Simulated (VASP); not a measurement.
# InP (F-43m) in VASP: notebook

One crystal, InP, is run at these levels: r2SCAN; tasks: single point, relaxation of cell and atoms.

Program: VASP 6.6.1. These are calculated values, not measurements. Logs are shortened: lines on timing, memory, paths and dates and some standing lists are left out, and cuts for length are marked.

**What was measured.**

From a printed reference work, data compilation, for a bulk crystal of InP at 1.6 K: band gap 1.4236 eV (direct).

The results are compared with them further down.

## (1) Starting point

It takes space group F-43m (No. 216, cubic). Conventional cell: a = 5.907 Å, b = 5.907 Å, c = 5.907 Å, α = 90.00°, β = 90.00°, γ = 90.00°. Around In (site symmetry -43m) lie 4 P at 2.56 Å. P (site symmetry -43m) has 4 In at 2.56 Å as nearest neighbours.

## (2) Single point, r2SCAN

The input, POSCAR:

```
InP
1.0
    0.0000000000      2.9535689272      2.9535689272
    2.9535689272      0.0000000000      2.9535689272
    2.9535689272      2.9535689272      0.0000000000
In P
1 1
Direct
    0.0000000000      0.0000000000      0.0000000000
    0.2500000000      0.2500000000      0.2500000000
```

The input, INCAR.step1:

```
SYSTEM = InP
PREC = Accurate ; ENCUT = 520
ISMEAR = 0 ; SIGMA = 0.02
LREAL = .False. ; LASPH = .True.
NELM = 80 ; NBANDS = 16
GGA = PE ; ALGO = Normal
EDIFF = 1E-4 ; LWAVE = .True.
LCHARG = .False.
```

The input, INCAR.step2:

```
SYSTEM = InP
PREC = Accurate ; ENCUT = 520
EDIFF = 1E-6 ; ISMEAR = 0
SIGMA = 0.02 ; LREAL = .False.
LASPH = .True. ; NELM = 80
ALGO = Normal ; ISIF = 2
LWAVE = .False. ; LCHARG = .False.
METAGGA = R2SCAN ; LMIXTAU = .True.
NBANDS = 16 ; ISTART = 1
```

The input, KPOINTS:

```
Automatic mesh
0
Gamma
  8 8 8
  0 0 0
```

Potentials or basis: VASP PAW PBE potentials, release 64 (In_d, P).

Run with:

```console
$ cat potpaw_PBE.64/In_d/POTCAR potpaw_PBE.64/P/POTCAR > POTCAR
$ cp INCAR.step1 INCAR
$ mpirun -np 1 vasp_std > vasp.out
$ cp INCAR.step2 INCAR
$ mpirun -np 1 vasp_std > vasp.out
```

OUTCAR:

```text
SYSTEM = InP
   PREC = Accurate
   ENCUT = 520
   EDIFF = 1E-6
   ISMEAR = 0
   LREAL = .False.
   LASPH = .True.
   NELM = 80
   ISIF = 2
   METAGGA = R2SCAN
   ISTART = 1

 ion  position               nearest neighbor table
   1  0.000  0.000  0.000-   2 2.56   2 2.56   2 2.56   2 2.56
   2  0.250  0.250  0.250-   1 2.56   1 2.56   1 2.56   1 2.56

  LATTYP: Found a face centered cubic cell.
 ALAT       =     5.9071378544

  Lattice vectors:

 A1 = (   0.0000000000,   2.9535689272,   2.9535689272)
 A2 = (   2.9535689272,   0.0000000000,   2.9535689272)
 A3 = (   2.9535689272,   2.9535689272,   0.0000000000)

Analysis of symmetry for initial positions (statically):
=====================================================================
 Subroutine PRICEL returns:
 Original cell was already a primitive cell.

 Routine SETGRP: Setting up the symmetry group for a
 face centered cubic supercell.

 Subroutine GETGRP returns: Found 24 space group operations
 (whereof 24 operations were pure point group operations)
 out of a pool of 48 trial point group operations.

The static configuration has the point symmetry T_d .

Analysis of symmetry for dynamics (positions and initial velocities):
=====================================================================
 Subroutine PRICEL returns:
 Original cell was already a primitive cell.

 Routine SETGRP: Setting up the symmetry group for a
 face centered cubic supercell.

 Subroutine GETGRP returns: Found 24 space group operations
 (whereof 24 operations were pure point group operations)
 out of a pool of 48 trial point group operations.

The dynamic configuration has the point symmetry T_d .

 Subroutine INISYM returns: Found 24 space group operations
 (whereof 24 operations are pure point group operations),
 and found     1 'primitive' translations

----------------------------------------------------------------------------------------

                                     Primitive cell

  volume of cell :      51.5313

  direct lattice vectors                    reciprocal lattice vectors
     0.000000000  2.953568927  2.953568927    -0.169286721  0.169286721  0.169286721
     2.953568927  0.000000000  2.953568927     0.169286721 -0.169286721  0.169286721
     2.953568927  2.953568927  0.000000000     0.169286721  0.169286721 -0.169286721

  length of vectors
     4.176977234  4.176977234  4.176977234     0.293213202  0.293213202  0.293213202

  position of ions in fractional coordinates (direct lattice)
     0.000000000  0.000000000  0.000000000
     0.250000000  0.250000000  0.250000000

  ion indices of the primitive-cell ions
   primitive index   ion index
                 1           1
                 2           2

----------------------------------------------------------------------------------------

 KPOINTS: Automatic mesh

Automatic generation of k-mesh.
 Grid dimensions read from file:
 generate k-points for:    8    8    8

 Generating k-lattice:

  Cartesian coordinates                     Fractional coordinates (reciprocal lattice)
    -0.021160840  0.021160840  0.021160840     0.125000000  0.000000000  0.000000000
     0.021160840 -0.021160840  0.021160840     0.000000000  0.125000000  0.000000000
     0.021160840  0.021160840 -0.021160840     0.000000000  0.000000000  0.125000000

  Length of vectors
     0.036651650  0.036651650  0.036651650

  Shift w.r.t. Gamma in fractional coordinates (k-lattice)
     0.000000000  0.000000000  0.000000000

 Subroutine IBZKPT returns following result:
 ===========================================

 Found     29 irreducible k-points:

 Following reciprocal coordinates:
            Coordinates               Weight
  0.000000  0.000000  0.000000      1.000000
  0.125000  0.000000  0.000000      8.000000
  0.250000  0.000000  0.000000      8.000000
  0.375000  0.000000  0.000000      8.000000
  0.500000  0.000000  0.000000      4.000000
  0.125000  0.125000  0.000000      6.000000
[... 16 lines left out ...]
  0.500000  0.250000  0.125000     48.000000
 -0.375000  0.250000  0.125000     24.000000
 [... further k-points ...]
   k-points           NKPTS =     29   k-points in BZ     NKDIM =     29   number of bands    NBANDS=     16
   number of dos      NEDOS =    301   number of ions     NIONS =      2
   total plane-waves  NPLWV =  32768
   dimension x,y,z NGX =    32 NGY =   32 NGZ =   32
   dimension x,y,z NGXF=    64 NGYF=   64 NGZF=   64
   ions per type =               1   1
   NGX,Y,Z   is equivalent  to a cutoff of  12.74, 12.74, 12.74 a.u.
   NGXF,Y,Z  is equivalent  to a cutoff of  25.47, 25.47, 25.47 a.u.
 SYSTEM =  InP
   PREC   = accura    normal or accurate (medium, high low for compatibility)
   ISTART =      1    job   : 0-new  1-cont  2-samecut
   ICHARG =      0    charge: 1-file 2-atom 10-const
   ISPIN  =      1    spin polarized calculation?
   LNONCOLLINEAR =      F non collinear calculations
   LSORBIT =      F    spin-orbit coupling
[... 27 lines left out ...]
   LORBIT       =      0    0 simple, 1 ext, 2 COOP (PROOUT), +10 PAW based schemes
   METAGGA = R2SCAN    functional components
   LHFCALC =     F    Hartree Fock is set to
   AEXX    =    0.0000 exact exchange contribution
   IVDW    =     0    specifies the selected vdW correction
   LEPSILON=     F    determine dielectric tensor
   LRPA    =     F    only Hartree local field effects (RPA)
 non-spin polarized calculation
 Gauss-broadening in eV      SIGMA  =   0.02
  energy-cutoff  :      520.00
  volume of cell :       51.53
 maximum number of plane-waves:      1411
   NGX = 15   NGY = 15   NGZ = 15

 number of electron      18.0000009 magnetization

 Free energy of the ion-electron system (eV)
  ---------------------------------------------------
  ext. energy  EPLUGINS =         0.00000000
  ---------------------------------------------------
  free energy    TOTEN  =       -32.29735241 eV

  energy without entropy =      -32.29735241  energy(sigma->0) =      -32.29735241

 E-fermi :   4.8514     XC(G=0):  -9.7716

 val. band max:        4.7562725290   @ k =   0.0000   0.0000   0.0000
 cond. band min:       5.7876252254   @ k =   0.0000   0.0000   0.0000
 fundamental gap:      1.0313526964
 Fermi energy:         4.8513968725

 k-point     1 :       0.0000    0.0000    0.0000
  band No.  band energies     occupation
      1      -9.8558      2.00000
      2      -9.8558      2.00000
      3      -9.8558      2.00000
      4      -9.6891      2.00000
      5      -9.6891      2.00000
      6      -7.0804      2.00000
[... 8 lines left out ...]
     15      14.6410      0.00000
     16      14.6410      0.00000

 k-point     2 :       0.1250    0.0000    0.0000
  band No.  band energies     occupation
      1      -9.8755      2.00000
      2      -9.8483      2.00000
      3      -9.8483      2.00000
      4      -9.6889      2.00000
      5      -9.6889      2.00000
      6      -6.8989      2.00000
[... 8 lines left out ...]
     15      13.9991      0.00000
     16      14.5561      0.00000

 k-point     3 :       0.2500    0.0000    0.0000
  band No.  band energies     occupation
      1      -9.9202      2.00000
      2      -9.8320      2.00000
      3      -9.8320      2.00000
      4      -9.6865      2.00000
      5      -9.6865      2.00000
      6      -6.3944      2.00000
[... 8 lines left out ...]
     15      13.7801      0.00000
     16      14.3432      0.00000

 k-point     4 :       0.3750    0.0000    0.0000
  band No.  band energies     occupation
      1      -9.9619      2.00000
      2      -9.8192      2.00000
      3      -9.8192      2.00000
      4      -9.6805      2.00000
      5      -9.6805      2.00000
      6      -5.7273      2.00000
[... 8 lines left out ...]
     15      14.7555      0.00000
     16      14.7555      0.00000
[... 324 lines left out ...]
 k-point    22 :       0.3750    0.2500    0.1250
  band No.  band energies     occupation
      1      -9.9598      2.00000
      2      -9.8125      2.00000
      3      -9.8062      2.00000
      4      -9.7035      2.00000
      5      -9.6742      2.00000
      6      -5.9770      2.00000
[... 8 lines left out ...]
     15      15.4474      0.00000
     16      16.9148      0.00000

 k-point    23 :       0.5000    0.2500    0.1250
  band No.  band energies     occupation
      1      -9.9851      2.00000
      2      -9.8057      2.00000
      3      -9.7915      2.00000
      4      -9.7000      2.00000
      5      -9.6740      2.00000
      6      -5.3692      2.00000
[... 8 lines left out ...]
     15      16.1229      0.00000
     16      16.6960      0.00000

 k-point    24 :      -0.3750    0.2500    0.1250
  band No.  band energies     occupation
      1      -9.9944      2.00000
      2      -9.8045      2.00000
      3      -9.7861      2.00000
      4      -9.6946      2.00000
      5      -9.6765      2.00000
      6      -5.0368      2.00000
[... 8 lines left out ...]
     15      15.9811      0.00000
     16      16.6369      0.00000

 [... further k-points ...]

------------------------ aborting loop because EDIFF is reached ----------------------------------------

  FORCE on cell =-STRESS in cart. coord.  units (eV):
  Direction    XX          YY          ZZ          XY          YZ          ZX
  --------------------------------------------------------------------------------------
  -------------------------------------------------------------------------------------
  Total       -0.0356029     -0.0356029     -0.0356029      0.0000000      0.0000000      0.0000000
  in kB       -1.1069404     -1.1069404     -1.1069404      0.0000000      0.0000000      0.0000000
  external PRESSURE =      -1.1069404 kB  Pullay stress =       0.0000000 kB

 VOLUME and BASIS-vectors are now :
 -----------------------------------------------------------------------------
  energy-cutoff  :      520.00
  volume of cell :       51.53
      direct lattice vectors                 reciprocal lattice vectors
     0.000000000  2.953568927  2.953568927    -0.169286721  0.169286721  0.169286721
     2.953568927  0.000000000  2.953568927     0.169286721 -0.169286721  0.169286721
     2.953568927  2.953568927  0.000000000     0.169286721  0.169286721 -0.169286721

 POSITION                                       TOTAL-FORCE (eV/Angst)
 -----------------------------------------------------------------------------------
      0.00000      0.00000      0.00000        -0.000000      0.000000      0.000000
      1.47678      1.47678      1.47678         0.000000     -0.000000     -0.000000
 -----------------------------------------------------------------------------------
    total drift:                               -0.000002     -0.000002     -0.000002

  FREE ENERGIE OF THE ION-ELECTRON SYSTEM (eV)
  ---------------------------------------------------
  free  energy   TOTEN  =       -32.2973524093 eV

  energy  without entropy=      -32.2973524093  energy(sigma->0) =      -32.29735241
```

Wall time 64 s (1 thread of Intel Xeon Platinum 8488C (Sapphire Rapids), shared host); peak memory 0.19 GiB.

What came out:

```yaml
Free_energy: -32.2974 eV
Pressure: -0.1 GPa
Band_gap_on_the_k_mesh: 1.03 eV, direct
```

Caveat: the PAW data sets were made with another functional, which shifts forces and pressure a little; spin-orbit coupling is left out, which moves the levels of the heavy elements.

## (3) Single point, r2SCAN

POSCAR is that of step 2.

The input, INCAR.step1:

```
SYSTEM = InP
PREC = Accurate
ENCUT = 520
ISMEAR = 0
SIGMA = 0.02
LREAL = .FALSE.
LASPH = .TRUE.
NELM = 80
NBANDS = 16
GGA = PE
ALGO = Normal
EDIFF = 1E-4
LWAVE = .TRUE.
LCHARG = .FALSE.
```

The input, INCAR.step2:

```
SYSTEM = InP
PREC = Accurate
ENCUT = 520
EDIFF = 1E-6
ISMEAR = 0
SIGMA = 0.02
LREAL = .FALSE.
LASPH = .TRUE.
NELM = 80
ALGO = Normal
ISIF = 2
LWAVE = .FALSE.
LCHARG = .FALSE.
METAGGA = R2SCAN
LMIXTAU = .TRUE.
NBANDS = 16
ISTART = 1
```

The input, KPOINTS:

```
regular mesh
0
G
  8 8 8
  0 0 0
```

Potentials or basis: VASP PAW PBE potentials, release 64 (In_d, P).

Run with:

```console
$ cat potpaw_PBE.64/In_d/POTCAR potpaw_PBE.64/P/POTCAR > POTCAR
$ cp INCAR.step1 INCAR
$ mpirun -np 1 vasp_std > vasp.out
$ cp INCAR.step2 INCAR
$ mpirun -np 1 vasp_std > vasp.out
```

Wall time 63 s (1 thread of Intel Xeon Platinum 8488C (Sapphire Rapids), shared host); peak memory 0.18 GiB.

It converged, with:

```yaml
Free_energy: -32.2974 eV
Pressure: -0.1 GPa
Band_gap_on_the_k_mesh: 1.03 eV, direct
```

Levels at points of the mesh, in eV from the valence-band top:
| k point | band 7 | band 8 | band 9 | band 10 | band 11 | band 12 |
| --- | --- | --- | --- | --- | --- | --- |
| (0.00, 0.00, 0.00) | 0.00 | 0.00 | 0.00 | 1.03 | 4.44 | 4.44 |
| (0.50, 0.00, 0.00) | -5.75 | -0.97 | -0.97 | 1.80 | 5.16 | 5.16 |
| (0.50, 0.50, 0.00) | -5.77 | -2.33 | -2.33 | 2.04 | 2.55 | 9.73 |

Caveat: the PAW data sets were made with another functional, which shifts forces and pressure a little; spin-orbit coupling is left out, which moves the levels of the heavy elements.

## (4) Relaxation of cell and atoms, r2SCAN

This run uses another cell than the first one, of 25.17 Å³/atom, 0.977 times its volume.

The input, POSCAR:

```
InP
1.0
    0.0000000000      2.9305000000      2.9305000000
    2.9305000000      0.0000000000      2.9305000000
    2.9305000000      2.9305000000      0.0000000000
In P
1 1
Direct
    0.0000000000      0.0000000000      0.0000000000
    0.2500000000      0.2500000000      0.2500000000
```

The input, INCAR.step1:

```
ALGO = Normal
EDIFF = 1E-4
ENCUT = 600
GGA = PE
ISMEAR = 0
LASPH = True
LCHARG = False
LREAL = False
LWAVE = True
NELM = 80
PREC = Accurate
SIGMA = 0.02
```

The input, INCAR.step2:

```
ALGO = Normal
EDIFF = 1E-7
EDIFFG = -0.005
ENCUT = 600
IBRION = 2
ISIF = 3
ISMEAR = 0
ISTART = 1
LASPH = True
LCHARG = False
LMIXTAU = True
LREAL = False
LWAVE = False
METAGGA = R2SCAN
NELM = 80
NSW = 100
PREC = Accurate
SIGMA = 0.02
```

The input, KPOINTS:

```
k-points
0
Gamma
  8 8 8
```

Run with:

```console
$ cat potpaw_PBE.64/In_d/POTCAR potpaw_PBE.64/P/POTCAR > POTCAR
$ cp INCAR.step1 INCAR
$ mpirun -np 1 vasp_std > vasp.out
$ cp INCAR.step2 INCAR
$ mpirun -np 1 vasp_std > vasp.out
```

Run time: 3.9 min. Hardware: 1 thread of Intel Xeon Platinum 8488C (Sapphire Rapids), shared host; peak memory 0.23 GiB.

Results (log left out):

```
Free energy                            : -32.2982 eV
Relaxed volume                         : 25.73 Å³/atom
Relaxed cell                           : a = 4.175 Å, b = 4.175 Å, c = 4.175 Å, α = 60.00°, β = 60.00°, γ = 60.00°
Space group after relaxing (to 0.05 Å) : F-43m (No. 216)
Energy gained by relaxing              : 2.8 meV/atom
Ionic steps                            : 3
Pressure after relaxing                : 0.0 GPa
Band gap on the k mesh                 : 1.04 eV, direct
```

The path:
| step | energy change (eV) | largest force (eV/Å) | pressure (GPa) | volume (Å³) |
| --- | --- | --- | --- | --- |
| 1 | 0.0000 | 0.0000 | 1.60 | 50.33 |
| 2 | -0.0033 | 0.0000 | -0.90 | 52.19 |
| 3 | -0.0055 | 0.0000 | 0.01 | 51.46 |

Final structure:
```
CELL_PARAMETERS angstrom
0.00000 2.95216 2.95216
2.95216 0.00000 2.95216
2.95216 2.95216 0.00000
ATOMIC_POSITIONS crystal
In 0.00000 0.00000 0.00000
P 0.25000 0.25000 0.25000
```

Levels at points of the mesh, in eV from the valence-band top:
| k point | band 7 | band 8 | band 9 | band 10 | band 11 | band 12 |
| --- | --- | --- | --- | --- | --- | --- |
| (0.00, 0.00, 0.00) | 0.00 | 0.00 | 0.00 | 1.04 | 4.44 | 4.44 |
| (0.50, 0.00, 0.00) | -5.76 | -0.98 | -0.98 | 1.81 | 5.16 | 5.16 |
| (0.50, 0.50, 0.00) | -5.78 | -2.33 | -2.33 | 2.04 | 2.55 | 9.74 |

Caveat: the PAW data sets were made with another functional, which shifts forces and pressure a little; spin-orbit coupling is left out, which moves the levels of the heavy elements. Zero-point motion and thermal expansion aren't in these numbers.

## (5) Single point, r2SCAN

This run uses another cell than the first one, of 24.22 Å³/atom, 0.940 times its volume.

The input, POSCAR:

```
InP
1.0
    0.0000000000      2.8932750922      2.8932750922
    2.8932750922      0.0000000000      2.8932750922
    2.8932750922      2.8932750922      0.0000000000
In P
1 1
Direct
    0.0000000000      0.0000000000      0.0000000000
    0.2500000000      0.2500000000      0.2500000000
```

The input, INCAR.step1:

```
SYSTEM = InP
PREC = Accurate ; ENCUT = 520
ISMEAR = 0 ; SIGMA = 0.02
LREAL = .FALSE. ; LASPH = .TRUE.
NELM = 100 ; NBANDS = 16
GGA = PE ; ALGO = Normal
EDIFF = 1E-4 ; LWAVE = .TRUE.
LCHARG = .FALSE.
```

The input, INCAR.step2:

```
SYSTEM = InP
PREC = Accurate ; ENCUT = 520
EDIFF = 1E-6 ; ISMEAR = 0
SIGMA = 0.02 ; LREAL = .FALSE.
LASPH = .TRUE. ; NELM = 100
ALGO = Normal ; ISIF = 2
LWAVE = .FALSE. ; LCHARG = .FALSE.
METAGGA = R2SCAN ; LMIXTAU = .TRUE.
NBANDS = 16 ; ISTART = 1
```

The input, KPOINTS:

```
Automatic mesh
0
G
  8 8 8
  0 0 0
```

Run with:

```console
$ cat potpaw_PBE.64/In_d/POTCAR potpaw_PBE.64/P/POTCAR > POTCAR
$ cp INCAR.step1 INCAR
$ mpirun -np 1 vasp_std > vasp.out
$ cp INCAR.step2 INCAR
$ mpirun -np 1 vasp_std > vasp.out
```

Run time: 61 s. Hardware: 1 thread of Intel Xeon Platinum 8488C (Sapphire Rapids), shared host; peak memory 0.17 GiB.

The run converged. Its results:

```yaml
Free_energy: -32.2545 eV
Pressure: 4.7 GPa
Band_gap_on_the_k_mesh: 1.39 eV, direct
```

Levels at points of the mesh, in eV from the valence-band top:
| k point | band 6 | band 7 | band 8 | band 9 | band 10 | band 11 | band 12 | band 13 |
| --- | --- | --- | --- | --- | --- | --- | --- | --- |
| (0.00, 0.00, 0.00) | -12.28 | 0.00 | 0.00 | 0.00 | 1.39 | 4.44 | 4.44 | 4.44 |
| (0.50, 0.00, 0.00) | -10.33 | -6.10 | -1.07 | -1.07 | 1.97 | 5.16 | 5.16 | 7.63 |
| (0.50, 0.50, 0.00) | -9.61 | -6.06 | -2.55 | -2.55 | 1.94 | 2.54 | 10.16 | 10.59 |

Caveat: the PAW data sets were made with another functional, which shifts forces and pressure a little; spin-orbit coupling is left out, which moves the levels of the heavy elements.

## (6) Overview

| task | cell | cutoff (eV) | gap on the mesh (eV) | pressure (GPa) |
| --- | --- | --- | --- | --- |
| single point | F-43m, 25.77 Å³/atom | 520 | 1.03 | -0.1 |
| relaxation of cell and atoms | relaxed | 600 | 1.04 | 0.0 |
| single point | F-43m, 24.22 Å³/atom | 520 | 1.39 | 4.7 |

Alike in all rows: level r2SCAN; potentials or basis VASP PAW PBE potentials, release 64 (In_d, P); no spin polarisation; k mesh 8 × 8 × 8; smearing gaussian 0.02 eV.

Caveats: the PAW data sets were made with another functional, which shifts forces and pressure a little; spin-orbit coupling is left out, which moves the levels of the heavy elements.

Absolute energies hang on the potentials; compare differences alone.

## (7) Comparison with measurements

Step 2. A measured gap of InP is 1.4236 eV (direct; 1.6 K; a printed reference work, data compilation); the calculated 1.03 eV misses it by -0.39 eV. Spin-orbit coupling on In is left out. The value is that of r2SCAN, without temperature or zero-point motion.

Step 3. Measured gap of InP: 1.4236 eV (direct; 1.6 K; a printed reference work, data compilation). This calculation gives 1.03 eV (-0.39 eV). Spin-orbit coupling on In is left out. The value is that of r2SCAN, without temperature or zero-point motion.

Step 5. Against the measured gap of InP, 1.4236 eV (direct; 1.6 K; a printed reference work, data compilation), the calculated 1.39 eV is off by -0.03 eV. Spin-orbit coupling on In is left out. The value is that of r2SCAN, without temperature or zero-point motion.
